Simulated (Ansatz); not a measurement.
Mo: reading a single point

```
Mo
1.0
    -3.21763    3.13956    3.16387
     3.18733   -3.15068    3.14469
     3.16205    3.09509   -3.17499
Mo
8
Direct
  0.99436 0.99359 0.00103
  0.02973 0.01473 0.51011
  0.00798 0.48786 0.98742
  0.98549 0.49965 0.48820
  0.51469 0.98901 0.00053
  0.49930 0.99229 0.50413
  0.50278 0.49206 0.99314
  0.50086 0.50793 0.49764
```

Method: PBE, with U_eff = 2.44 eV on Mo d (atomic projectors), collinear spin; PAW, plane waves to 420 eV, 4×4×4 (shifted by 0.5, 0.5, 0 steps) mesh, gaussian occupations (width 0.0437 eV) (Ansatz 0.2.0), atoms fixed.

The state carries no moments; the state need not be the lowest.

**Contacts.** Mo–Mo at 2.58 Å: least valence density 0.50 e/Å³ and ELF 0.34 there. Both are smooth PAW fields, read partly inside the augmentation spheres.
**Stress.** The pressure is -1.3 GPa (compression positive), so with the atoms held at these fractions the cell would first shrink; the forces are large, so a full relaxation may end otherwise. The principal stresses -6.7, -1.2, 4.1 GPa differ, so its shape would change too.
**Forces.** The largest is on Mo2: 1.47 eV/Å, components (-0.33, -0.69, -1.25). It makes 152° with the line to a nearest neighbour, Mo7 at 2.58 Å, pointing away from it.
**At the Fermi level.** It is a metal, with about 4 states/eV a cell as the mean within 0.25 eV of the Fermi level, mostly Mo d (87 %).

Origin: a strained cell with displaced atoms, so it need not be a known compound. Caveats: the input typed no starting moments; the k mesh is coarse if the cell is a metal.
